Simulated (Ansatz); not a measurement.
# C: the cost of one run

Program: Ansatz 0.2.0. Level of theory: DFT PBE, scalar-relativistic. These are calculated values, not measurements.

## Step 1: Starting point

The structure is cubic, space group Fd-3m (No. 227). The conventional cell has a = 3.567 Å, b = 3.567 Å, c = 3.567 Å, α = 90.00°, β = 90.00°, γ = 90.00°. Around C (site symmetry -43m) lie 4 C at 1.54 Å.

Structure file:

```cif
data_structure
_symmetry_space_group_name_H-M 'P 1'
_symmetry_Int_Tables_number 1
_cell_length_a 2.5221
_cell_length_b 2.5221
_cell_length_c 2.5221
_cell_angle_alpha 60.000
_cell_angle_beta 60.000
_cell_angle_gamma 60.000
_cell_volume 11.34
loop_
_atom_site_label
_atom_site_type_symbol
_atom_site_fract_x
_atom_site_fract_y
_atom_site_fract_z
_atom_site_occupancy
C1 C 0.50000 0.50000 0.50000 1
C2 C 0.75000 0.75000 0.75000 1
```

Atoms are numbered in the order of the input: C1, C2.

## Step 2: After the deformation

Space group Fd-3m before, I4_1/amd after.

## Step 3: All-electron LAPW

input.yaml reads:

```yaml
crystal:
  lattice:
    - [0.0, 1.7834, 1.729898]
    - [1.7834, 0.0, 1.729898]
    - [1.7834, 1.7834, 0.0]
  atoms:
    - { symbol: C, position: [0.5, 0.5, 0.5] }
    - { symbol: C, position: [0.75, 0.75, 0.75] }
kpoints:
  mp_grid: { grid: [20, 20, 20] }
  band_path:
    path:
      - [0.0, 0.0, 0.0]
      - [0.0, 0.5, 0.5]
      - [0.25, 0.75, 0.5]
      - [0.0, 0.5, 0.0]
      - [0.0, 0.0, 0.0]
      - [0.5, 0.5, 0.0]
      - [0.3828515251, 0.6171484749, 0.0]
      - [-0.3828515251, 0.3828515251, 0.0]
      - [0.0, 0.0, 0.0]
    npoints: 5
scf:
  occupations: { method: fermi_dirac, width: 0.08 }
hamiltonian:
  xc: pbe
  pseudopotentials: { kind: all_electron, lapw: { basis_error: 0.0005 } }
output:
  forces: true
  stress: true
  eigenvalues: true
```

Run with:

```console
$ ansatz run input.yaml --threads 1 --pin off --max-ram 3072MiB --backend cpu --events-out ev --progress --plain --runs-dir out
```

Q: Estimate wall time and peak memory on 1 thread of Intel Xeon 6975P-C (Granite Rapids), shared host.

About 21 s, with a peak of 0.7 GiB.
